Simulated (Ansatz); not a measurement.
Frontier orbitals of `C=C1CC1`.

```csv
atom,x (Å),y (Å),z (Å)
C1,-0.088,0.399,-1.623
C2,-0.019,0.085,-0.348
C3,0.669,-0.631,0.719
C4,-0.576,0.211,0.994
H5,0.639,0.022,-2.335
H6,-0.873,1.044,-2.002
H7,0.570,-1.711,0.770
H8,1.623,-0.252,1.071
H9,-0.446,1.147,1.527
H10,-1.498,-0.313,1.226
```

Charge 0, multiplicity 1. All single points use the PBE0-D4/def2-TZVP geometry. Basis def2-TZVPP, Ansatz 0.2.0.

```csv
functional,HOMO (eV),LUMO (eV),gap (eV)
PBE,-6.29,-0.87,5.42
revPBE,-6.23,-0.80,5.43
PBE0,-7.42,0.13,7.55
r2SCAN0,-7.55,0.30,7.85
ωB97X-V,-9.78,2.34,12.12
ωB97M-V,-9.68,2.18,11.86
```

(1) What is the vertical ionisation energy at frozen-core CCSD(T)/CBS(def2)? (An estimate is asked.)

Results:

(1) Ansatz gave: 10.00 eV (T1 of the cation 0.014).

A quarter of exact exchange (PBE0) shifts PBE's HOMO by −1.14 eV and its LUMO by +1.00 eV; full exchange at long range (ωB97M-V) shifts them by −3.39 and +3.05 eV. The gap opens from 5.42 to 11.85 eV, since occupied levels lose self-interaction and empty ones feel all the electrons. A positive LUMO is unbound and depends on the basis. −ε(HOMO) differs from that ionisation energy by −3.71 eV with PBE and −0.32 eV with ωB97M-V.
